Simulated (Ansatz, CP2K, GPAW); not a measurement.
**Mg: programs and potentials compared**

```
Mg
1.0
     3.07052    0.00000    0.00000
    -1.02351    2.89491    0.00000
    -1.02351   -1.44746    2.50707
Mg
1
Direct
  0.00000 0.00000 0.00000
```

This isn't the form of Mg at room conditions, which is hcp.

Alike in all runs: task single point; functional LDA; k mesh 11 × 11 × 11; occupations gaussian, width 0.02 eV; no spin polarisation; no spin-orbit coupling. LDA stands for any of its common fits. Pressure is positive in compression and, in plane waves, holds the error of the finite cutoff, which Ansatz's Pulay term estimates and takes out.

```csv
program and potentials,plane-wave cutoff (eV),notes,pressure (GPa)
"Ansatz, Ansatz PAW",420,"potentials made for PBE, which Ansatz adapts in part",-1.31
"GPAW, the program's PAW data sets (release 1.2.1) made for this functional",800,-,-1.32
"CP2K, GTH_POTENTIALS Mg GTH-PADE-q10; TZVP-MOLOPT-PBE-GTH basis",-,atomic basis,-0.20
```

The pressure spans -1.32 (GPAW, the program's PAW data sets (release 1.2.1) made for this functional) to -0.20 GPa (CP2K, GTH_POTENTIALS Mg GTH-PADE-q10; TZVP-MOLOPT-PBE-GTH basis). Rows in atomic bases carry the error of their basis and grid, which can be large.

Differences between rows come from potentials, basis sets and numerical settings, since the functional is the same but for its coding. Runs on potential files found faulty are left out.
